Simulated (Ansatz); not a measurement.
Sn (I4/mmm), comparing deformations

All numbers below come from DFT PBE+D3(BJ), scalar-relativistic, plane waves, PAW (Ansatz). Settings: plane waves to 420 eV, k-mesh 24×24×24 (Γ-centred), Gaussian smearing 0.15 eV. No spin polarisation. Energies are free energies at this smearing, counted from the undisturbed cell; pressure is positive in compression.

Zero of the scan (relaxed at this level; this form isn't the usual structure):

```xyz
1
Lattice="-1.7544 1.7546 2.1675 1.7544 -1.7546 2.1675 1.7544 1.7546 -2.1675" Properties=species:S:1:pos:R:3 pbc="T T T"
Sn    0.0000    0.0000    0.0000
```

The cell is strained by ε times a Voigt pattern (xx, yy, zz, yz, xz, xy; engineering shear) with fractional coordinates fixed. τ = (1/V0) dE/dε comes from the stress tensor. Of each scan, only the three points used here are listed.

| pattern | ε | τ (GPa) |
| --- | --- | --- |
| (0, 1, 0, 0, 0, 0) | -0.0050 | -0.29 |
| (0, 1, 0, 0, 0, 0) | 0.0000 | 0.01 |
| (0, 1, 0, 0, 0, 0) | 0.0050 | 0.29 |
| (0, 0, 1, 0, 0, 0) | -0.0150 | -0.612 |
| (0, 0, 1, 0, 0, 0) | 0.0000 | 0.030 |
| (0, 0, 1, 0, 0, 0) | 0.0150 | 0.682 |

Question: Which constants do the scans give, and which deformation costs least for the same size of strain tensor?

Answer: The slope dτ/dε at zero (parabola through three points) is pᵀCp: (0, 1, 0, 0, 0, 0) gives C22 = 58 GPa; (0, 0, 1, 0, 0, 0) gives C33 = 43 GPa. The size of the strain tensor, ε:ε, is ε² times 1.0, 1.0. Per unit of it the stiffnesses are 58, 43 GPa, so (0, 0, 1, 0, 0, 0) is the softest of these: at ε:ε = (1 %)² the quadratic term costs 0.36 meV/atom against 0.48 for the stiffest. These are clamped-ion values.

In a metal these slopes depend on the k mesh and the smearing.